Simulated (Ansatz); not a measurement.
BN in the zincblende structure, relaxed with r2SCAN: space group F-43m (No. 216), cubic; conventional cell a = 3.610 Å, 5.88 Å³ an atom. B is surrounded by 4 N at 1.56 Å; N is surrounded by 4 B at 1.56 Å. One-shot G0W0@PBE in the PAW code Ansatz on a 6×6×6 mesh (contour deformation, no spin-orbit coupling), from a PBE gap of 4.475 eV over the mesh points (the G0W0 gap is indirect on the mesh); the number N of bands summed and the screening cutoff rise together. Calculated for a static, non-magnetic cell.

| N | cutoff (eV) | 1000/N | G0W0 gap (eV) |
| --- | --- | --- | --- |
| 24 | 80 | 41.667 | 5.701 |
| 48 | 140 | 20.833 | 5.983 |

**Question.** Lay a straight line in 1000/N through these rows.

**Answer.** The slope is -0.0135 eV per unit of 1000/N and the intercept 6.265 eV.

**Question.** Predict the gap at N = 85 (210 eV).

**Answer.** 6.265 + (-0.0135) × 11.765 = 6.106 eV; the run gives 6.125 eV, +0.019 eV from the line.

**Question.** With that run's result added, what limit do the last two rows suggest?

**Answer.** Their slope is (6.125 − 5.983)/(11.765 − 20.833) = -0.0157, which meets 1/N = 0 at 6.31 eV, against 6.265 eV from the first line. The slope steepens, so 1/N isn't yet asymptotic and the true limit probably lies higher still; the k mesh isn't extrapolated.
